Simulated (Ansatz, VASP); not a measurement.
# Ca: VASP beside Ansatz

```
Ca
1.0
    -2.16376    2.16376    2.15304
     2.16376   -2.16376    2.15304
     2.16376    2.16376   -2.15304
Ca
1
Direct
  0.50000 0.50000 0.00000
```

This isn't the form of Ca at room conditions, which is fcc.

Alike in both runs: functional PBEsol; k mesh 14 × 14 × 14; occupations gaussian, width 0.1 eV; no spin polarisation.

Ansatz relaxed the structure, and its values are those at the end. VASP's run is a single point on that final structure, the one shown.

```csv
,VASP,Ansatz
version,VASP 6.6.1,Ansatz 0.2.0
potentials or method,"VASP PAW PBE potentials, release 64 (Ca_sv)","scalar-relativistic, plane waves, PAW"
plane-wave cutoff (eV),520,420
valence electrons in the cell,10,10
```

```csv
,VASP,Ansatz,Ansatz less VASP
gap on the k mesh at the Fermi level (eV),none,none,-
pressure (GPa),0.0,0.0,-0.01
```

A gap of «none» marks a metal or a gap that the smearing closes. The functional is the same, so the differences come from potentials, cutoffs and numerics.

Caveats: the PAW data sets were made with another functional, which shifts forces and pressure a little (VASP).
